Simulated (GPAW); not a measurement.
FeO and the effect of the Hubbard U on Fe d

It takes space group Fm-3m (No. 225, cubic). The conventional cell has a = 4.311 Å, b = 4.311 Å, c = 4.311 Å, α = 90.00°, β = 90.00°, γ = 90.00°. Around Fe (site symmetry m-3m) lie 6 O at 2.16 Å. O (site symmetry m-3m) is surrounded by 6 Fe at 2.16 Å.

Kept alike: task band structure; functional PBEsol; k mesh 11 × 11 × 11; occupations fermi-dirac, width 0.05 eV; collinear spin, ferromagnetic start. Program: GPAW, PAW data sets generated for this functional, cutoff 800 eV. The mesh is that of the run's cell of 2 atoms. No spin-orbit coupling.

| Hubbard U on Fe d, U (eV) | pressure (GPa) | largest site moment (μB) |
| --- | --- | --- |
| 0 | -7.00 | 3.54 |
| 1 | -6.74 | 3.59 |
| 2 | -6.40 | 3.63 |
| 3 | -5.85 | 3.68 |
| 4 | ? | ? |
| 6 | -4.10 | 3.80 |
| 8 | -2.42 | 3.89 |

Pressure is positive in compression; the values hold the error of the finite cutoff, so their zero can differ a little from the energy's minimum. For a metal such a mesh leaves the last digits unconverged. The measured crystal is an antiferromagnetic insulator; a metallic or parallel state is the runs' own. How U acts hangs on the program's projectors. The runs hold the magnetic state that their start led to, which needn't be the lowest. Site moments count inside each atom's sphere or projector.

Q: Fit the rows shown and predict the run at 4 eV.

A: A least-squares parabola through the rows shown is pressure = 0.04124 U² + 0.2425 U - 7.01 (largest miss 0.061); at U = 4 it gives -5.38 GPa. A least-squares line through the rows shown is largest site moment = 0.0432 U + 3.544 (largest miss 0.006); at U = 4 it gives 3.72 μB. The run gave: pressure -5.25 GPa; largest site moment 3.72 μB.
